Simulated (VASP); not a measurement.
Runs of VASP 6.6.1 on PbS (Galena). It takes space group Fm-3m (No. 225, cubic). Conventional cell: a = 5.931 Å, b = 5.931 Å, c = 5.931 Å, α = 90.00°, β = 90.00°, γ = 90.00°. Pb (site symmetry m-3m) has 6 S at 2.97 Å as nearest neighbours. S (site symmetry m-3m) is surrounded by 6 Pb at 2.97 Å. 

```csv
task,level,cell,cutoff (eV),smearing,gap on the mesh (eV),pressure (GPa),relaxed volume (Å³/atom)
relaxation of cell and atoms,optB86b-vdW,relaxed,600,fermi-dirac 0.05 eV,0.40,0.0,26.39
relaxation of cell and atoms,optB88-vdW,relaxed,600,fermi-dirac 0.05 eV,0.51,0.0,(a)
relaxation of cell and atoms,BEEF-vdW,relaxed,600,fermi-dirac 0.05 eV,0.70,0.0,27.75
relaxation of cell and atoms,vdW-DF-cx,relaxed,600,fermi-dirac 0.05 eV,0.30,0.1,25.90
single point,PBE,as given,520,gaussian 0.013 eV,0.36,(b),-
```

Alike in all rows: potentials or basis VASP PAW PBE potentials, release 64 (Pb_d, S); no spin polarisation; k mesh 8 × 8 × 8.

Question: Fill in the values left out.

Answer: (a) 26.90; (b) 2.1.

Caveats: spin-orbit coupling is left out, which as a rule narrows the gap of such compounds by several tenths of an eV; the PAW data sets were made with another functional, which shifts forces and pressure a little (some runs).

A k mesh can miss the band edges, and the runs leave out spin-orbit coupling on Pb.
